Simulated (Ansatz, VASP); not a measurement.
**Two plane-wave programs on Mg**

```
CELL_PARAMETERS angstrom
3.20927 0.00000 0.00000
-1.60464 2.77931 0.00000
0.00000 0.00000 5.21033
ATOMIC_POSITIONS crystal
Mg 0.33333 0.66667 0.25000
Mg 0.66667 0.33333 0.75000
```

Alike in both runs: task electric field gradients; functional PBE; k mesh 12 × 12 × 7; occupations fermi-dirac, width 0.08 eV; no spin polarisation.

|  | VASP | Ansatz |
| --- | --- | --- |
| version | VASP 6.6.1 | Ansatz 0.2.0 |
| potentials or method | VASP PAW PBE potentials, release 64 (Mg) | PAW with Ansatz's default frozen-core files, scalar-relativistic |
| plane-wave cutoff (eV) | 520 | 420 |
| valence electrons in the cell | 4 | 20 |

```tsv
	VASP	Ansatz	Ansatz less VASP
pressure (GPa)	-0.6	-0.4	+0.13
largest component of the traceless stress (GPa)	0.52	0.52	-0.002
Vzz of the field gradient on the site that differs most (V/Å²)	1.0	1.1	+0.09
```

The two sets of potentials don't hold the same shells in valence.
